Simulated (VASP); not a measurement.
Se:

```
Se
1.0
     4.36620    0.00000    0.00000
    -2.18310    3.78124    0.00000
     0.00000    0.00000    4.95360
Se
3
Cartesian
  0.9841 0.0000 1.6512
  -0.4921 0.8523 3.3024
  1.6910 2.9289 0.0000
```

| Item | Value |
| --- | --- |
| Program | VASP 6.6.1 |
| Task | relaxation of cell and atoms |
| Functional | PBE |
| Dispersion | D3(BJ) |
| Potentials or basis | VASP PAW PBE potentials, release 64 (Se) |
| Cutoff | 600 eV |
| k mesh | 9 × 9 × 6 |
| Occupations | gaussian, width 0.03 eV |
| Spin | no spin polarisation |

At the start: pressure 0.9 GPa; volume 27.26 Å³/atom.

Problem. Where does the relaxation end?

Solution. Over 15 steps the energy falls by 25.4 meV/atom and the volume is 24.48 Å³/atom (-10.2 %); space group P3_121 (No. 152, to 0.05 Å).

The path:
| step | energy change (eV) | largest force (eV/Å) | pressure (GPa) | volume (Å³) |
| --- | --- | --- | --- | --- |
| 1 | 0.0000 | 0.4482 | 0.86 | 81.78 |
| 2 | -0.0111 | 0.0980 | -1.80 | 83.51 |
| 3 | -0.0154 | 0.0793 | -0.92 | 82.90 |
| 4 | -0.0280 | 0.0821 | -0.82 | 81.61 |
| 5 | -0.0585 | 0.1045 | -0.28 | 77.77 |
| 6 | -0.0600 | 0.1864 | 2.15 | 70.28 |
| 7 | -0.0717 | 0.1570 | 0.73 | 74.05 |
| 8 | -0.0747 | 0.0748 | -0.61 | 73.96 |
| 9 | -0.0759 | 0.0015 | -0.16 | 74.00 |
| 10 | -0.0759 | 0.0011 | -0.18 | 74.00 |
| 11 | -0.0761 | 0.0056 | -0.10 | 73.67 |
| 12 | -0.0761 | 0.0093 | -0.03 | 73.35 |
| 13 | -0.0761 | 0.0071 | -0.06 | 73.48 |
| 14 | -0.0761 | 0.0100 | 0.06 | 73.43 |
| 15 | -0.0762 | 0.0026 | 0.01 | 73.45 |

Final structure:
```
Se
1.0
     4.06467    0.00000    0.00000
    -2.03234    3.52011    0.00000
     0.00000    0.00000    5.13369
Se
3
Direct
  0.24775 0.00000 0.33333
  0.00000 0.24775 0.66667
  0.75225 0.75225 0.00000
```

Caveat: the volume moved by -10 % from the deposited cell, more than functionals usually miss.
